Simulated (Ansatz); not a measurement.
## Li2S: Fröhlich coupling of electrons to the polar mode

Plane-wave DFT in Ansatz with scalar-relativistic PAW potentials. The crystal relaxes under PBE to Fm-3m with a = 5.706 Å, 15.48 Å³/atom. No spin polarisation.

Linear response at Γ (PBEsol, cell Fm-3m with a = 5.655 Å, 420 eV, 8×8×8 k points) gives one polar TO mode at 334.9 cm⁻¹, ε∞ = 3.96 and ε0 = 7.46. Band curvatures at the conduction edge (PBE, cell Fm-3m with a = 5.706 Å, 420 eV, 8×8×8 k points; gap 3.39 eV) give a conductivity mass of 0.404 mₑ (harmonic mean over x, y, z).

Q: Work out the LO energy, the Fröhlich constant, and the polaron's energy, mass and size.

A: Lyddane–Sachs–Teller: ω_LO = ω_TO √(ε0/ε∞) = 459.5 cm⁻¹, ħω_LO = 57.0 meV. α = √(m* Ry/ħω_LO) (1/ε∞ − 1/ε0) with Ry = 13.606 eV and m* in mₑ: √(0.404 × 13606/57.0) × 0.118 = 1.2. To first order the edge drops by αħω_LO = 66 meV and the mass grows by the factor 1 + α/6 to 0.482 mₑ; the length √(ħ/2m*ω_LO) is 12.9 Å. Coupling is intermediate; the first-order energy stays a fair guide, while the true mass grows faster than 1 + α/6. The model takes one parabolic, isotropic valley, and its inputs come from two functionals at their own volumes. Too small a gap makes ε∞ too large and, at a direct edge, m* too light, and both lower α.